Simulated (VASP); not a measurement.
AlN:

```
Al N
1.0
     3.11375    0.00000    0.00000
    -1.55688    2.69659    0.00000
     0.00000    0.00000    4.98330
Al N
2 2
Direct
  0.33333 0.66667 0.99998
  0.66667 0.33333 0.49998
  0.33333 0.66667 0.38202
  0.66667 0.33333 0.88202
```

The cell was built by a generator and needn't be a form met in nature.

Base run:

* Program: VASP 6.6.1
* Functional: PBEsol
* Potentials or basis: VASP PAW PBE potentials, release 64 (Al, N)
* Cutoff: 520 eV
* k mesh: 8 × 8 × 6
* Occupations: gaussian, width 0.01 eV
* Spin: no spin polarisation

Its results: band gap on the k mesh 4.11 eV, direct; pressure -0.1 GPa.

Problem. The run is repeated on the same cell with these changes: functional from PBEsol to r2SCAN; further incar settings from ALGO = Fast; EDIFF = 1e-06; NBANDS = 16 to ALGO = Normal; EDIFF = 1e-07; NBANDS = 16. What comes out?

Solution. Band gap on the k mesh 4.86 eV, direct; pressure -1.6 GPa.

Caveats: the PAW data sets were made with another functional, which shifts forces and pressure a little.

A k mesh can miss the band edges.

Not every run made on this cell is shown here.
